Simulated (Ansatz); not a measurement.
**Be: the crystal squeezed far**

Aim: compress Be (fcc type) step by step, far beyond the usual range, and follow pressure and electronic structure. The runs shown use LAPW, crystal datasets and norm-conserving. Companion runs by PAW are cited. Its runs: the reference run (LAPW); volume scaled by 1 (crystal datasets and norm-conserving); volume scaled by 0.9 (LAPW, crystal datasets and norm-conserving); volume scaled by 0.8 (LAPW); volume scaled by 0.7 (LAPW and crystal datasets); volume scaled by 0.6 (LAPW); volume scaled by 0.5 (LAPW and norm-conserving); volume scaled by 0.4 (LAPW, crystal datasets and norm-conserving).

This is Be in the fcc structure; at room conditions it is hcp.

Program: Ansatz 0.2.0. Level of theory: DFT PBE, with the methods named in each step. These are calculated values, not measurements.

### 1 Starting point

The structure is cubic, space group Fm-3m (No. 225). The conventional cell has a = 3.158 Å, b = 3.158 Å, c = 3.158 Å, α = 90.00°, β = 90.00°, γ = 90.00°. Be (site symmetry m-3m) is surrounded by 12 Be at 2.23 Å.

Coordinates:

```
CELL_PARAMETERS angstrom
0.00000 1.57890 1.57890
1.57890 0.00000 1.57890
1.57890 1.57890 0.00000
ATOMIC_POSITIONS crystal
Be 0.00000 0.00000 0.00000
```

Whether this phase is the stable one at these pressures isn't tested.

### 2 The reference volume, LAPW

Input file input.yaml:

```yaml
crystal:
  lattice:
    - [0.0, 1.5789013003, 1.5789013003]
    - [1.5789013003, 0.0, 1.5789013003]
    - [1.5789013003, 1.5789013003, 0.0]
  atoms:
    - { symbol: Be, position: [0.0, 0.0, 0.0] }
kpoints:
  mp_grid: { grid: [20, 20, 20] }
  band_path:
    path:
      - [0.0, 0.0, 0.0]
      - [0.5, 0.0, 0.5]
      - [0.625, 0.25, 0.625]
      - [0.375, 0.375, 0.75]
      - [0.0, 0.0, 0.0]
      - [0.5, 0.5, 0.5]
      - [0.5, 0.25, 0.75]
      - [0.5, 0.0, 0.5]
    npoints: 14
scf:
  occupations: { method: fermi_dirac, width: 0.08 }
hamiltonian:
  xc: pbe
  pseudopotentials: { kind: all_electron, lapw: { basis_error: 0.001 } }
output:
  forces: true
  stress: true
  eigenvalues: true
  populations: true
  dos: { projected: true, de: 0.2, e_range: [-14, 8] }
```

On the command line:

```bash
$ ansatz run input.yaml --threads 1 --pin off --max-ram 2048MiB --backend cpu --events-out ev --progress --plain --runs-dir out
```

### 3 Volume scaled by 1, crystal datasets

Input file input.yaml:

```yaml
crystal:
  lattice:
    - [0.0, 1.5789013003, 1.5789013003]
    - [1.5789013003, 0.0, 1.5789013003]
    - [1.5789013003, 1.5789013003, 0.0]
  atoms:
    - { symbol: Be, position: [0.0, 0.0, 0.0] }
kpoints:
  mp_grid: { grid: [20, 20, 20] }
scf:
  occupations: { method: fermi_dirac, width: 0.08 }
hamiltonian:
  xc: pbe
  pseudopotentials: { kind: all_electron, datasets: crystal }
output:
  forces: true
  stress: true
  eigenvalues: true
```

### 4 Volume scaled by 1, norm-conserving

Edit input.yaml of step 3 so:

```diff
@@ -13,3 +13,3 @@
   xc: pbe
-  pseudopotentials: { kind: all_electron, datasets: crystal }
+  pseudopotentials: { kind: nc }
 output:
```

### 5 Volume scaled by 0.9, LAPW

Input file input.yaml:

```yaml
crystal:
  lattice:
    - [0.0, 1.5244124448, 1.5244124448]
    - [1.5244124448, 0.0, 1.5244124448]
    - [1.5244124448, 1.5244124448, 0.0]
  atoms:
    - { symbol: Be, position: [0.0, 0.0, 0.0] }
kpoints:
  mp_grid: { grid: [20, 20, 20] }
scf:
  occupations: { method: fermi_dirac, width: 0.08 }
hamiltonian:
  xc: pbe
  pseudopotentials: { kind: all_electron, lapw: { basis_error: 0.001 } }
output:
  forces: true
  stress: true
  eigenvalues: true
  populations: true
```

### 6 Volume scaled by 0.9, crystal datasets

Edit input.yaml of step 5 so:

```diff
@@ -13,3 +13,3 @@
   xc: pbe
-  pseudopotentials: { kind: all_electron, lapw: { basis_error: 0.001 } }
+  pseudopotentials: { kind: all_electron, datasets: crystal }
 output:
@@ -18,2 +18 @@
   eigenvalues: true
-  populations: true
```

### 7 Volume scaled by 0.9, norm-conserving

Edit input.yaml of step 6 so:

```diff
@@ -13,3 +13,3 @@
   xc: pbe
-  pseudopotentials: { kind: all_electron, datasets: crystal }
+  pseudopotentials: { kind: nc }
 output:
```

### 8 Volume scaled by 0.8, LAPW

Input file input.yaml:

```yaml
crystal:
  lattice:
    - [0.0, 1.4657221289, 1.4657221289]
    - [1.4657221289, 0.0, 1.4657221289]
    - [1.4657221289, 1.4657221289, 0.0]
  atoms:
    - { symbol: Be, position: [0.0, 0.0, 0.0] }
kpoints:
  mp_grid: { grid: [20, 20, 20] }
scf:
  occupations: { method: fermi_dirac, width: 0.08 }
hamiltonian:
  xc: pbe
  pseudopotentials: { kind: all_electron, lapw: { basis_error: 0.001 } }
output:
  forces: true
  stress: true
  eigenvalues: true
  populations: true
```

### 9 Volume scaled by 0.7, LAPW

Edit input.yaml of step 8 so:

```diff
@@ -2,5 +2,5 @@
   lattice:
-    - [0.0, 1.4657221289, 1.4657221289]
-    - [1.4657221289, 0.0, 1.4657221289]
-    - [1.4657221289, 1.4657221289, 0.0]
+    - [0.0, 1.4019127829, 1.4019127829]
+    - [1.4019127829, 0.0, 1.4019127829]
+    - [1.4019127829, 1.4019127829, 0.0]
   atoms:
```

### 10 Volume scaled by 0.7, crystal datasets

Edit input.yaml of step 9 so:

```diff
@@ -13,3 +13,3 @@
   xc: pbe
-  pseudopotentials: { kind: all_electron, lapw: { basis_error: 0.001 } }
+  pseudopotentials: { kind: all_electron, datasets: crystal }
 output:
@@ -18,2 +18 @@
   eigenvalues: true
-  populations: true
```

### 11 Volume scaled by 0.6, LAPW

Input file input.yaml:

```yaml
crystal:
  lattice:
    - [0.0, 1.3316969319, 1.3316969319]
    - [1.3316969319, 0.0, 1.3316969319]
    - [1.3316969319, 1.3316969319, 0.0]
  atoms:
    - { symbol: Be, position: [0.0, 0.0, 0.0] }
kpoints:
  mp_grid: { grid: [20, 20, 20] }
scf:
  occupations: { method: fermi_dirac, width: 0.08 }
hamiltonian:
  xc: pbe
  pseudopotentials: { kind: all_electron, lapw: { basis_error: 0.001 } }
output:
  forces: true
  stress: true
  eigenvalues: true
  populations: true
```

### 12 Volume scaled by 0.5, LAPW

Edit input.yaml of step 11 so:

```diff
@@ -2,5 +2,5 @@
   lattice:
-    - [0.0, 1.3316969319, 1.3316969319]
-    - [1.3316969319, 0.0, 1.3316969319]
-    - [1.3316969319, 1.3316969319, 0.0]
+    - [0.0, 1.2531747925, 1.2531747925]
+    - [1.2531747925, 0.0, 1.2531747925]
+    - [1.2531747925, 1.2531747925, 0.0]
   atoms:
```

### 13 Volume scaled by 0.5, norm-conserving

Edit input.yaml of step 12 so:

```diff
@@ -13,3 +13,3 @@
   xc: pbe
-  pseudopotentials: { kind: all_electron, lapw: { basis_error: 0.001 } }
+  pseudopotentials: { kind: nc }
 output:
@@ -18,2 +18 @@
   eigenvalues: true
-  populations: true
```

### 14 Volume scaled by 0.4, LAPW

Input file input.yaml:

```yaml
crystal:
  lattice:
    - [0.0, 1.1633444247, 1.1633444247]
    - [1.1633444247, 0.0, 1.1633444247]
    - [1.1633444247, 1.1633444247, 0.0]
  atoms:
    - { symbol: Be, position: [0.0, 0.0, 0.0] }
kpoints:
  mp_grid: { grid: [20, 20, 20] }
  band_path:
    path:
      - [0.0, 0.0, 0.0]
      - [0.5, 0.0, 0.5]
      - [0.625, 0.25, 0.625]
      - [0.375, 0.375, 0.75]
      - [0.0, 0.0, 0.0]
      - [0.5, 0.5, 0.5]
      - [0.5, 0.25, 0.75]
      - [0.5, 0.0, 0.5]
    npoints: 8
scf:
  occupations: { method: fermi_dirac, width: 0.08 }
hamiltonian:
  xc: pbe
  pseudopotentials: { kind: all_electron, lapw: { basis_error: 0.001 } }
output:
  forces: true
  stress: true
  eigenvalues: true
  populations: true
  dos: { projected: true, de: 0.2, e_range: [-14, 8] }
```

### 15 Volume scaled by 0.4, crystal datasets

Input file input.yaml:

```yaml
crystal:
  lattice:
    - [0.0, 1.1633444247, 1.1633444247]
    - [1.1633444247, 0.0, 1.1633444247]
    - [1.1633444247, 1.1633444247, 0.0]
  atoms:
    - { symbol: Be, position: [0.0, 0.0, 0.0] }
kpoints:
  mp_grid: { grid: [20, 20, 20] }
scf:
  occupations: { method: fermi_dirac, width: 0.08 }
hamiltonian:
  xc: pbe
  pseudopotentials: { kind: all_electron, datasets: crystal }
output:
  forces: true
  stress: true
  eigenvalues: true
```

### 16 Volume scaled by 0.4, norm-conserving

Edit input.yaml of step 15 so:

```diff
@@ -13,3 +13,3 @@
   xc: pbe
-  pseudopotentials: { kind: all_electron, datasets: crystal }
+  pseudopotentials: { kind: nc }
 output:
```

(Steps that only read results are left out.)

Before running it: what results should come out? Wanted: LAPW pressure at 0.4 of the volume; PAW pressure at 0.4 of the volume; crystal datasets pressure at 0.4 of the volume; norm-conserving pressure at 0.4 of the volume; fitted bulk modulus at zero pressure.

The runs gave:

| quantity | value |
| --- | --- |
| LAPW pressure at 0.4 of the volume | 508.2 GPa |
| PAW pressure at 0.4 of the volume | 509.0 GPa |
| crystal datasets pressure at 0.4 of the volume | 508.2 GPa |
| norm-conserving pressure at 0.4 of the volume | 515.0 GPa |
| fitted bulk modulus at zero pressure (LAPW) | 116 GPa |
| its pressure derivative | 3.60 |

At 0.4 of the starting volume LAPW gives 508 GPa. A third-order Birch-Murnaghan curve fits the range only roughly (B₀ = 116 GPa, B′ = 3.60, misfit at most 2.38 GPa). A fit over so wide a range leans to the high pressures, so B₀ can be off by several per cent. Where LAPW's pressure is over 3 GPa, PAW's departs from it by at most 0.5 %, at 0.9 of the volume. The ions are at rest, and the electrons smeared by 0.08 eV.
